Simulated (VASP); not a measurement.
Wanted: the native input for a VASP 6.6.1 run.

```
Task                   : single point
Functional             : PBEsol
Potentials or basis    : VASP PAW PBE potentials, release 64 (Zr_sv, Si)
Cutoff                 : 520 eV
k mesh                 : 8 × 8 × 8
Occupations            : gaussian, width 0.05 eV
Spin                   : no spin polarisation
Dipole correction      : no
Further INCAR settings : ALGO = Normal; EDIFF = 1e-07; NBANDS = 28
```

The structure of Zr3Si lies in POSCAR:

```
Zr3Si
1.0
    4.3133094298      0.0000000000      0.0000000000
    0.0000000000      4.3133094298      0.0000000000
    0.0000000000      0.0000000000      4.3133094298
Zr Si
3 1
Direct
    0.0000000000      0.5000000000      0.5000000000
    0.5000000000      0.5000000000      0.0000000000
    0.5000000000      0.0000000000      0.5000000000
    0.0000000000      0.0000000000      0.0000000000
```

The cell comes from a database or a generator and needn't be the stable form of this composition.

The input as run:

INCAR

```
SYSTEM = Zr3Si
  PREC = Accurate
  ENCUT = 520
  EDIFF = 1E-7
  ISMEAR = 0
  SIGMA = 0.05
  LREAL = .False.
  LASPH = .True.
  NELM = 100
  ALGO = Normal
  ISIF = 2
  LWAVE = .False.
  LCHARG = .False.
  GGA = PS
  NBANDS = 28
```

KPOINTS

```
Automatic mesh
0
Gamma
  8 8 8
  0 0 0
```

Potentials or basis: VASP PAW PBE potentials, release 64 (Zr_sv, Si).

The run is started by

```console
$ cat potpaw_PBE.64/Zr_sv/POTCAR potpaw_PBE.64/Si/POTCAR > POTCAR
$ mpirun -np 1 vasp_std > vasp.out
```

Results of the run:

- Pressure: -4.3 GPa
- Band gap on the k mesh: none (metal or under the smearing width)

Caveat: the PAW data sets were made with another functional, which shifts forces and pressure a little.

It took 55 s on 1 thread of Intel(R) Xeon(R) Platinum 8488C (Sapphire Rapids), with other jobs on the host, peak memory 0.2 GiB.
